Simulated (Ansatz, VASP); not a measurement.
## S in VASP and in Ansatz

```
S
1.0
     0.00000    3.20088    5.03834
     1.84799    0.00000    5.03834
     1.84799    3.20088    0.00000
S
2
Direct
  0.16667 0.83333 0.16667
  0.83333 0.16667 0.83333
```

Alike in both runs: task single point; functional PBE; k mesh 6 × 6 × 6; occupations gaussian, width 0.1 eV; no spin polarisation.

|  | VASP | Ansatz |
| --- | --- | --- |
| version | VASP 6.6.1 | Ansatz 0.2.0 |
| potentials or method | VASP PAW PBE potentials, release 64 (S) | scalar-relativistic, plane waves, PAW |
| plane-wave cutoff (eV) | 520 | 420 |
| valence electrons in the cell | 12 | 12 |

```tsv
	VASP	Ansatz	Ansatz less VASP
gap on the k mesh at the Fermi level (eV)	none	none	-
pressure (GPa)	9.6	9.8	+0.19
largest component of the traceless stress (GPa)	9.71	9.85	+0.144
```

A gap of «none» marks a metal or a gap that the smearing closes.
